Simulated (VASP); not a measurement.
# MgO (Periclase) (Fm-3m) in VASP: settings compared, part 2 of 2

VASP 6.6.1.

### 5 Relaxation of cell and atoms, LDA, target pressure 22.6 GPa, at which the enthalpy is minimised

Contents of INCAR:

```
PREC     = Accurate       # precision mode
ENCUT    = 600            # plane-wave cutoff, eV
EDIFF    = 1E-6           # SCF threshold, eV
ISMEAR   = 0              # smearing method
SIGMA    = 0.03           # smearing width, eV
LREAL    = False          # projectors in reciprocal space
LASPH    = True           # aspherical terms in the spheres
NELM     = 80             # most SCF steps
ALGO     = Normal         # electronic algorithm
ISIF     = 3              # what is computed and relaxed
LWAVE    = False          # write WAVECAR
LCHARG   = False          # write CHGCAR
GGA      = CA             # functional
IBRION   = 2              # ionic algorithm
NSW      = 90             # ionic steps
EDIFFG   = -0.01          # ionic threshold
PSTRESS  = 226.0
```

Contents of KPOINTS:

```
Automatic mesh
0
Gamma
  12 12 12
```

Contents of POSCAR:

```
MgO
1.0
    0.0000000000      2.1085000000      2.1085000000
    2.1085000000      0.0000000000      2.1085000000
    2.1085000000      2.1085000000      0.0000000000
Mg O
1 1
Direct
    0.0000000000      0.0000000000      0.0000000000
    0.5000000000      0.5000000000      0.5000000000
```

Potentials or basis: VASP PAW LDA potentials, release 64 (Mg, O).

Started as:

```console
> cat potpaw_LDA.64/Mg/POTCAR potpaw_LDA.64/O/POTCAR > POTCAR
> mpirun -np 1 vasp_std > vasp.out
```

OUTCAR:

```text
PREC = Accurate
   ENCUT = 600
   EDIFF = 1E-6
   ISMEAR = 0
   LREAL = False
   LASPH = True
   NELM = 80
   ISIF = 3
   GGA = CA
   IBRION = 2
   NSW = 90
   EDIFFG = -0.01
   PSTRESS = 226.0

 ion  position               nearest neighbor table
   1  0.000  0.000  0.000-   2 2.11   2 2.11   2 2.11   2 2.11   2 2.11   2 2.11
   2  0.500  0.500  0.500-   1 2.11   1 2.11   1 2.11   1 2.11   1 2.11   1 2.11

  LATTYP: Found a face centered cubic cell.
 ALAT       =     4.2170000000

  Lattice vectors:

 A1 = (   0.0000000000,   2.1085000000,   2.1085000000)
 A2 = (   2.1085000000,   0.0000000000,   2.1085000000)
 A3 = (   2.1085000000,   2.1085000000,   0.0000000000)

Analysis of symmetry for initial positions (statically):
=====================================================================
 Subroutine PRICEL returns:
 Original cell was already a primitive cell.

 Routine SETGRP: Setting up the symmetry group for a
 face centered cubic supercell.

 Subroutine GETGRP returns: Found 48 space group operations
 (whereof 48 operations were pure point group operations)
 out of a pool of 48 trial point group operations.

The static configuration has the point symmetry O_h .

[... 170 lines left out ...]
  Total       -0.9894321     -0.9894321     -0.9894321     -0.0000000      0.0000000     -0.0000000
  in kB      -84.5562599    -84.5562599    -84.5562599     -0.0000000      0.0000000     -0.0000000
  external PRESSURE =    -310.5562599 kB  Pullay stress =     226.0000000 kB
[... 101 lines left out ...]
--------------------------------------- Ionic step        4  -------------------------------------------

 number of electron       8.0000000 magnetization

 Free energy of the ion-electron system (eV)
  ---------------------------------------------------
  ext. energy  EPLUGINS =         0.00000000
  ---------------------------------------------------
  free energy    TOTEN  =       -13.33879042 eV

  energy without entropy =      -13.33879042  energy(sigma->0) =      -13.33879042

 E-fermi :   4.3109     XC(G=0): -12.3440

 val. band max:        4.1305976374   @ k =   0.0000   0.0000   0.0000
 cond. band min:      10.4207098751   @ k =   0.0000   0.0000   0.0000
 fundamental gap:      6.2901122377
 Fermi energy:         4.3109203471

 k-point     1 :       0.0000    0.0000    0.0000
  band No.  band energies     occupation
      1     -13.7394      2.00000
      2       4.1306      2.00000
      3       4.1306      2.00000
      4       4.1306      2.00000
      5      10.4207      0.00000
      6      20.4762      0.00000
      7      20.4762      0.00000
      8      20.4762      0.00000
[... 243 lines left out ...]
 k-point    24 :      -0.4167    0.1667    0.0000
  band No.  band energies     occupation
      1     -11.8385      2.00000
      2      -0.8243      2.00000
      3       2.2027      2.00000
      4       3.1260      2.00000
      5      14.0984      0.00000
      6      17.8074      0.00000
      7      19.7669      0.00000
      8      22.5433      0.00000

 [... further k-points ...]

------------------------ aborting loop because EDIFF is reached ----------------------------------------

  FORCE on cell =-STRESS in cart. coord.  units (eV):
  Direction    XX          YY          ZZ          XY          YZ          ZX
  --------------------------------------------------------------------------------------
  -------------------------------------------------------------------------------------
  Total        2.2816474      2.2816474      2.2816474      0.0000000      0.0000000      0.0000000
  in kB      227.7638454    227.7638454    227.7638454      0.0000000      0.0000000      0.0000000
  external PRESSURE =       1.7638454 kB  Pullay stress =     226.0000000 kB
[... 21 lines left out ...]
  energy  without entropy=      -13.3387904249  energy(sigma->0) =      -13.33879042

  enthalpy is  TOTEN    =       -11.0748125320 eV   P V=        2.2639778929

 reached required accuracy - stopping structural energy minimisation
```

It took 13 s on 1 thread of Intel Xeon Platinum 8488C (Sapphire Rapids), shared host; peak memory 0.14 GiB.

Results:

- Free energy: -13.3388 eV
- Relaxed volume: 8.02 Å³/atom
- Relaxed cell: a = 2.831 Å, b = 2.831 Å, c = 2.831 Å, α = 60.00°, β = 60.00°, γ = 60.00°
- Space group after relaxing (to 0.05 Å): Fm-3m (No. 225)
- Energy change on relaxing (the enthalpy is what falls): +43.0 meV/atom
- Ionic steps: 4
- Pressure after relaxing: 22.8 GPa
- Band gap on the k mesh: 6.29 eV, direct

Step by step:
```csv
step,energy change (eV),largest force (eV/Å),pressure (GPa),volume (Å³)
1,0.0000,0.0000,-8.46,18.75
2,0.5530,0.0000,63.60,14.24
3,0.0790,0.0000,21.94,16.10
4,0.0860,0.0000,22.78,16.05
```

Final structure:
```cif
data_structure
_symmetry_space_group_name_H-M 'P 1'
_symmetry_Int_Tables_number 1
_cell_length_a 2.8314
_cell_length_b 2.8314
_cell_length_c 2.8314
_cell_angle_alpha 60.000
_cell_angle_beta 60.000
_cell_angle_gamma 60.000
_cell_volume 16.05
loop_
_atom_site_label
_atom_site_type_symbol
_atom_site_fract_x
_atom_site_fract_y
_atom_site_fract_z
_atom_site_occupancy
Mg1 Mg 0.00000 0.00000 0.00000 1
O1 O 0.50000 0.50000 0.50000 1
```

Caveat: the cell is relaxed towards a set pressure, so the enthalpy falls and the energy may rise.

### 6 Summary

```tsv
task	level	potentials or basis	cell	k mesh	cutoff (eV)	target pressure	gap on the mesh (eV)	pressure (GPa)
relaxation of cell and atoms	r2SCAN	VASP PAW PBE potentials, release 64 (Mg, O)	relaxed	12 × 12 × 12	600	-	5.75	0.0
single point	PBEsol	VASP PAW PBE potentials, release 64 (Mg, O)	Fm-3m, 9.37 Å³/atom	8 × 8 × 8	520	-	4.60	-0.8
relaxation of cell and atoms	LDA	VASP PAW LDA potentials, release 64 (Mg, O)	relaxed to 22.6 GPa	12 × 12 × 12	600	22.6 GPa	6.29	22.8
```

Alike in all rows: no spin polarisation; smearing gaussian 0.03 eV.

Caveats: the PAW data sets were made with another functional, which shifts forces and pressure a little (some runs); the relaxation stopped at its first step, so nothing moved (some runs); the cell is relaxed towards a set pressure, so the enthalpy falls and the energy may rise (some runs).

Absolute energies hang on the potentials; compare differences alone.

### 7 Comparison with measurements

Step 4. A measured gap of MgO is 7.83 eV (quoted in “Electronic structure of alkaline earth and post-transition metal oxides”, 2009, arxiv:0908.1581); the calculated 4.60 eV misses it by -3.23 eV. The value is that of PBEsol, without temperature or zero-point motion. Semilocal functionals fall short of measured gaps as a rule.
